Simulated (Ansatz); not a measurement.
# NbP, one cell by several methods

```
Nb P
1.0
    -1.66250    1.66250    5.69000
     1.66250   -1.66250    5.69000
     1.66250    1.66250   -5.69000
Nb P
2 2
Direct
  0.00000 0.00000 0.00000
  0.75000 0.25000 0.50000
  0.50000 0.50000 0.00000
  0.25000 0.75000 0.50000
```

Atoms are numbered in the order listed.

The geometry is COD entry 9008973, unchecked; take it as a test cell.

All numbers are computed: DFT, PBE, PAW with Ansatz's default frozen-core files, scalar-relativistic (Ansatz 0.2.0); DFT, PBE, all-electron PAW with datasets made for the crystal, scalar-relativistic (Ansatz 0.2.0); DFT, PBE, all-electron LAPW, scalar-relativistic (Ansatz 0.2.0).

For PAW: a Γ-centred 17×17×17 k mesh, Fermi–Dirac smearing of 0.05 eV, cutoff 420 eV, no spin polarisation. The crystal-made all-electron datasets (AE datasets) take a cutoff of 260 eV at this cell. LAPW targets a basis error of 1 meV/atom. The Ansatz runs share mesh, smearing and spin set-up. Plane-wave (PAW) pressures include the program's estimate of the Pulay term.

Stress and pressure are positive in compression.

Spin–orbit coupling is left out, which moves gradients at and beside heavy atoms by some per cent and at worst by a factor of two.

In a metal, gradients converge slowly with the k mesh: the values move by tens of per cent from one mesh to another, at times in sign, so only the comparison on one mesh counts.

Levels count from the Fermi level.

```
                             quantity     PAW  AE datasets    LAPW
                       pressure (GPa)   19.12        19.12   19.13
                      stress xx (GPa)   34.18        34.18   34.19
                      stress zz (GPa)  -10.99       -10.99  -10.99
       highest filled level at M (eV)  -0.515       -0.514  -0.514
         lowest empty level at M (eV)   0.264        0.260   0.260
       highest filled level at S (eV)  -0.548       -0.549  -0.549
         lowest empty level at S (eV)   0.413        0.413   0.413
       highest filled level at P (eV)  -1.539       -1.539  -1.539
         lowest empty level at P (eV)   0.580        0.580   0.580
field gradient Vzz at Nb1 (10²¹ V/m²)    9.57        10.03       –
 field gradient Vzz at P3 (10²¹ V/m²)   11.12        11.15       –
```

PAW's pressure differs from the LAPW value by about 0.01 GPa or less.
